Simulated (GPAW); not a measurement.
Runs of GPAW 26.7.0 on MgB2. It takes space group P6/mmm (No. 191, hexagonal). The conventional cell has a = 3.085 Å, b = 3.085 Å, c = 3.523 Å, α = 90.00°, β = 90.00°, γ = 120.00°. Mg (site symmetry 6/mmm) is surrounded by 12 B at 2.51 Å. B (site symmetry -6m2) has 3 B at 1.78 Å as nearest neighbours. 

| level | potentials or basis | pressure (GPa) |
| --- | --- | --- |
| AM05 | PAW data sets generated in the run's folder for this functional, pw | -3.5 |
| RPBE | the program's PAW data sets (release 1.2.1) made for this functional, pw | 2.0 |
| revPBE | the program's PAW data sets (release 1.2.1) made for this functional, pw | (b) |
| PW91 | PAW data sets generated in the run's folder for this functional, pw | -1.4 |
| PBE | GPAW PAW data sets (gpaw-data 1.2.1), pw | -1.4 |
| LDA | the program's PAW data sets (release 1.2.1) made for this functional, pw | -7.8 |
| SCAN | GPAW PAW data sets (gpaw-data 1.2.1), pw | (a) |

Alike in all rows: task band structure; no spin polarisation; cell as given; k mesh 7 × 7 × 6; cutoff (eV) 800; smearing fermi-dirac 0.05 eV.

Question: Estimate the missing entries.

Answer: (a) -3.0; (b) 1.4.

Caveats: the PAW data sets were made with another functional, which shifts forces and pressure a little (some runs).
